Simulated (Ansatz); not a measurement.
The calculation used DFT PBE, scalar-relativistic, plane waves, PAW in Ansatz 0.2.0. Settings: cutoff 420 eV, Γ-centred meshes spaced at most about 0.3 Å⁻¹, and about 0.25 Å⁻¹ or finer for metals (2π included), Gaussian smearing. No spin polarisation.

These are static total energies at zero pressure.

Two forms of NiO were relaxed alike.

A.

```xyz
4
Lattice="2.8302 0.0000 0.0000 0.0000 2.8302 0.0000 0.0000 0.0000 5.0097" Properties=species:S:1:pos:R:3 pbc="T T T"
Ni    0.0000    1.4151    2.5049
Ni    1.4151    0.0000    0.0000
O     0.0000    0.0000    1.2524
O     0.0000    0.0000    3.7573
```

B.

```xyz
4
Lattice="2.0349 -2.4011 0.0000 2.0349 2.4011 0.0000 0.0000 0.0000 4.2606" Properties=species:S:1:pos:R:3 pbc="T T T"
Ni    1.2934    0.0000    2.1303
Ni    2.7763    0.0000    0.0000
O     2.0349    1.3743    3.1955
O     2.0349   -1.3743    1.0652
```

Problem. Which is lower in energy, and by how much?

Solution. A is lower, by 0.33 eV/atom. A has space group P4_2/mmc (No. 131), 10.0 Å³/atom and no gap on its mesh; B has space group C222_1 (No. 20), 10.4 Å³/atom and no gap. Counting O atoms around Ni (those within 1.25 times the shortest such distance or 1.15 times the sum of covalent radii), A and B both have Ni 4. The denser one is the lower, and pressure would at first widen the difference. Origin: A, invented, then shaken at random and relaxed again; B, invented. Checks on A: no imaginary mode at Γ (other wave vectors untested).

In such compounds of Ni a zero gap at this level may well be an artefact, since no Hubbard U is applied. A magnetic state wasn't ruled out in cells without spin, among them P4_2/mmc. Cells relaxed within their symmetry can be saddle points.
